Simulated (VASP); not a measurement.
## From VASP inputs to Ansatz: BaF2 (strained fluorite)

INCAR

```
GGA = PE
NELM = 120
LWAVE = .FALSE.
LREAL = .FALSE.
ISIF = 2
SIGMA = 0.02
NBANDS = 19
ISMEAR = -1
EDIFF = 1E-7
PREC = Accurate
LCHARG = .FALSE.
NSW = 0
IBRION = -1
ENCUT = 520
LASPH = .TRUE.
```

KPOINTS

```
KPOINTS created by Atomic Simulation Environment
0
Gamma
8 8 8
0 0 0
```

KPOINTS_OPT

```
special points
7
Reciprocal
0.0000000000 0.0000000000 0.0000000000 1
0.5000000000 0.0000000000 0.5000000000 1
0.6250000000 0.2500000000 0.6250000000 1
0.3750000000 0.3750000000 0.7500000000 1
0.5000000000 0.5000000000 0.5000000000 1
0.5000000000 0.2500000000 0.7500000000 1
0.2291670000 0.2291670000 0.4583330000 1
```

POSCAR

```
Ba F
 1.0000000000000000
     0.0000000000000000    3.1126495907999998    3.0829897821999999
     3.1126495907999998    0.0000000000000000    3.0829897821999999
     3.1126495907999998    3.1126495907999998    0.0000000000000000
 Ba  F
   1   2
Cartesian
  0.0000000000000000  0.0000000000000000  0.0000000000000000
  1.5563247953999997  1.5563247953999997  1.5414948910999999
  4.6689743861999986  4.6689743861999986  4.6244846732999996
```

VASP ran with the recommended PBE PAW datasets (24 valence electrons in the cell).

Problem. Translate these files to an Ansatz input.

Solution. 

```yaml
crystal:
  lattice:
    - [0.0, 3.1126495908, 3.0829897822]
    - [3.1126495908, 0.0, 3.0829897822]
    - [3.1126495908, 3.1126495908, 0.0]
  atoms:
    - { symbol: Ba, position: [0.0, 0.0, 0.0] }
    - { symbol: F, position: [0.25, 0.25, 0.25] }
    - { symbol: F, position: [0.75, 0.75, 0.75] }
kpoints:
  mp_grid: { grid: [8, 8, 8] }
  band_path:
    path:
      - [0.0, 0.0, 0.0]
      - [0.5, 0.0, 0.5]
      - [0.625, 0.25, 0.625]
      - [0.375, 0.375, 0.75]
      - [0.5, 0.5, 0.5]
      - [0.5, 0.25, 0.75]
      - [0.229167, 0.229167, 0.458333]
    npoints: 1
hamiltonian:
  xc: pbe
scf:
  occupations: { method: fermi_dirac, width: 0.02 }
  n_extra_bands: 4
output:
  forces: true
  stress: true
  eigenvalues: true
```

Other inputs would serve too.

|  | VASP | Ansatz |
| --- | --- | --- |
| gap between bands v and c | 6.74 eV | 6.81 eV |
| least direct gap | 6.81 eV | 6.89 eV |
| pressure | 2.2 GPa | 1.1 GPa |

The two codes use different PAW datasets and cutoffs. VASP's cell holds 24 valence electrons and Ansatz's 24. Ansatz's stress includes a Pulay correction; VASP's doesn't.
